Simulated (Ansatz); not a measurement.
Geometry optimisation, DFT PBE, scalar-relativistic, plane waves, PAW (Ansatz).

The input (input.yaml):

```yaml
crystal:
  lattice:
    - [7.141796, 0.0, 0.0]
    - [0.0, 7.141796, 0.0]
    - [0.0, 0.0, 8.820871]
  atoms:
    - { symbol: Si, position: [0.49999999, 0.21806151, 0.3190931] }
    - { symbol: Si, position: [0.49999999, 0.78193846, 0.68090691] }
    - { symbol: Si, position: [0.49999999, 0.21806151, 0.68090691] }
    - { symbol: Si, position: [0.78193846, 0.49999999, 0.81909311] }
    - { symbol: Si, position: [0.21806151, 0.49999999, 0.81909311] }
    - { symbol: Si, position: [0.21806151, 0.49999999, 0.1809069] }
    - { symbol: Si, position: [0.49999999, 0.78193846, 0.3190931] }
    - { symbol: O, position: [0.68526454, 0.31473543, 0.25] }
    - { symbol: O, position: [0.68526454, 0.68526454, 0.75000001] }
    - { symbol: O, position: [0.31473543, 0.31473543, 0.75000001] }
    - { symbol: O, position: [0.31473543, 0.68526454, 0.25] }
    - { symbol: O, position: [0.31473543, 0.68526454, 0.75000001] }
    - { symbol: O, position: [0.31473543, 0.31473543, 0.25] }
    - { symbol: O, position: [0.68526454, 0.68526454, 0.25] }
    - { symbol: O, position: [0.68526454, 0.31473543, 0.75000001] }
    - { symbol: O, position: [0.75638657, 0.49999999, 0.0] }
    - { symbol: O, position: [0.49999999, 0.75638657, 0.5] }
    - { symbol: O, position: [0.49999999, 0.2436134, 0.5] }
    - { symbol: O, position: [0.2436134, 0.49999999, 0.0] }
    - { symbol: O, position: [0.0, 0.49999999, 0.22473513] }
    - { symbol: O, position: [0.49999999, 0.0, 0.72473514] }
    - { symbol: O, position: [0.0, 0.49999999, 0.77526488] }
    - { symbol: O, position: [0.49999999, 0.0, 0.27526487] }
total_charge: -2
basis:
  ecutwfc: 420.0
kpoints:
  mp_grid: { grid: [2, 2, 1] }
hamiltonian:
  xc: pbe
  pseudopotentials: { kind: paw, azcp: { folder: soft_1 } }
scf:
  occupations: { method: fermi_dirac, width: 0.05 }
  lower_state_search: "off"
relax:
  f_tol: 0.03
  max_steps: 60
  adjacent_minimum: "off"
```

Command:

```bash
$ ansatz run input.yaml --threads 1 --pin off --max-ram 3072MiB --backend cpu --events-out ev --progress --plain --runs-dir out
```

Where does it end, and by what steps?

The forces met the threshold. Limits of this set-up: coarse k mesh, no spin, though dangling bonds at a vacancy may carry it, a small cell, in which the defect meets its images, charged cell in a uniform background, uncorrected. After 12 steps the energy has fallen by 1.497 eV; O20 moved furthest, 1.09 Å.

```csv
step,energy less start (eV),largest force component (eV/Å),accepted
0,0.0000,3.899,yes
1,-0.3272,2.740,yes
2,-0.7477,0.476,yes
3,-0.9072,1.045,yes
4,-1.0584,0.483,yes
5,-1.2335,0.391,yes
6,-1.3798,0.210,yes
7,-1.4772,0.183,yes
8,-1.4868,0.123,yes
9,-1.4921,0.070,yes
10,-1.4950,0.071,yes
11,-1.4964,0.036,yes
12,-1.4966,0.020,yes
```

```xyz
23
Lattice="7.1418 0.0000 0.0000 0.0000 7.1418 0.0000 0.0000 0.0000 8.8209" Properties=species:S:1:pos:R:3
Si 3.850 1.578 2.866
Si 3.315 5.599 5.892
Si 3.315 1.543 5.892
Si 5.312 3.571 7.049
Si 1.323 3.571 7.263
Si 1.923 3.571 1.598
Si 3.850 5.564 2.866
O 5.264 2.311 3.008
O 4.736 4.900 6.227
O 2.067 2.239 6.681
O 2.853 4.928 1.734
O 2.067 4.903 6.681
O 2.853 2.214 1.734
O 5.264 4.831 3.008
O 4.736 2.241 6.227
O 4.873 3.571 -0.264
O 3.003 5.566 4.303
O 3.003 1.575 4.303
O 1.362 3.571 0.049
O 0.804 3.571 2.722
O 3.373 0.000 6.419
O -0.206 3.571 6.741
O 4.034 0.000 2.432
```

Run time: 120 s on 1 thread of Arm Neoverse V1, on a shared host, peak memory 0.59 GiB.
